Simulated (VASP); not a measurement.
Wanted: the native input for a VASP 6.6.1 run.

```yaml
Task: band structure
Functional: TB-mBJ
Potentials_or_basis: VASP PAW PBE potentials, release 64 (Ge_d, Se)
Cutoff: 520 eV
k_mesh: 2 × 6 × 6
Occupations: gaussian, width 0.03 eV
Spin: spin-orbit coupling, no magnetisation
Further_INCAR_settings: ALGO = Normal; EDIFF = 1e-06; NBANDS = 98
```

The system is GeSe.

```
Ge Se
1.0
    10.96559    0.00000    0.00000
     0.00000    3.88277    0.00000
     0.00000    0.00000    4.42005
Ge Se
4 4
Direct
  0.12339 0.75000 0.88752
  0.62339 0.75000 0.61248
  0.37661 0.25000 0.38752
  0.87661 0.25000 0.11248
  0.85489 0.75000 0.50186
  0.35489 0.75000 0.99814
  0.64511 0.25000 0.00186
  0.14511 0.25000 0.49814
```

The input as run:

POSCAR

```
GeSe                                    
1.0
   10.9655862498      0.0000000000      0.0000000000
    0.0000000000      3.8827657750      0.0000000000
    0.0000000000     -0.0000000000      4.4200472921
  Ge              Se            
     4     4
Direct
     0.1233927516312001    0.7500000000000000    0.8875163003595742
     0.6233927516312001    0.7500000000000000    0.6124836996404259
     0.3766072483687999    0.2500000000000000    0.3875163003595742
     0.8766072483687999    0.2500000000000000    0.1124836996404258
     0.8548942551904906    0.7500000000000000    0.5018587096336309
     0.3548942551904906    0.7500000000000000    0.9981412903663692
     0.6451057448095094    0.2500000000000000    0.0018587096336308
     0.1451057448095094    0.2500000000000000    0.4981412903663692
```

INCAR.step1

```
SYSTEM = GeSe
PREC = Accurate
ENCUT = 520
EDIFF = 1E-5
ISMEAR = 0
SIGMA = 0.03
LREAL = .False.
LASPH = .True.
NELM = 80
ALGO = Normal
ISIF = 2
LWAVE = .True.
LCHARG = .False.
MAGMOM = 0 0 0 0 0 0 0 0 0 0 0 0 0 0 0 0 0 0 0 0 0 0 0 0
LORBIT = 11
LSORBIT = .True.
GGA_COMPAT = .False.
NBANDS = 98
KPAR = 2
GGA = PE
```

INCAR.step2

```
SYSTEM = GeSe
PREC = Accurate
ENCUT = 520
EDIFF = 1E-6
ISMEAR = 0
SIGMA = 0.03
LREAL = .False.
LASPH = .True.
NELM = 80
ALGO = Normal
ISIF = 2
LWAVE = .False.
LCHARG = .False.
MAGMOM = 0 0 0 0 0 0 0 0 0 0 0 0 0 0 0 0 0 0 0 0 0 0 0 0
LORBIT = 11
LSORBIT = .True.
GGA_COMPAT = .False.
METAGGA = MBJ
NBANDS = 98
KPAR = 2
ISTART = 1
```

KPOINTS

```
regular mesh
0
Gamma
  2 6 6
  0 0 0
```

KPOINTS_OPT

```
explicit points
198
Reciprocal
 0.0000000000  0.0000000000  0.0000000000 1
 0.0000000000  0.0555555556  0.0000000000 1
 0.0000000000  0.1111111111  0.0000000000 1
 0.0000000000  0.1666666667  0.0000000000 1
 0.0000000000  0.2222222222  0.0000000000 1
 0.0000000000  0.2777777778  0.0000000000 1
[... 190 lines left out ...]
 0.0000000000  0.5000000000  0.0243984500 1
 0.0000000000  0.5000000000 -0.0243984500 1
```

Potentials or basis: VASP PAW PBE potentials, release 64 (Ge_d, Se).

The run is started by

```console
$ cat potpaw_PBE.64/Ge_d/POTCAR potpaw_PBE.64/Se/POTCAR > POTCAR
$ cp INCAR.step1 INCAR
$ mpirun -np 2 vasp_ncl > vasp.out
$ cp INCAR.step2 INCAR
$ mpirun -np 2 vasp_ncl > vasp.out
```

It gave:

The valence electrons inside the program's atomic spheres are Ge 11.92; Se 4.09.

Wall time 59 min on 2 MPI ranks on Intel(R) Xeon(R) Platinum 8559C (Emerald Rapids), with other jobs on the host, peak memory 1.6 GiB a rank.
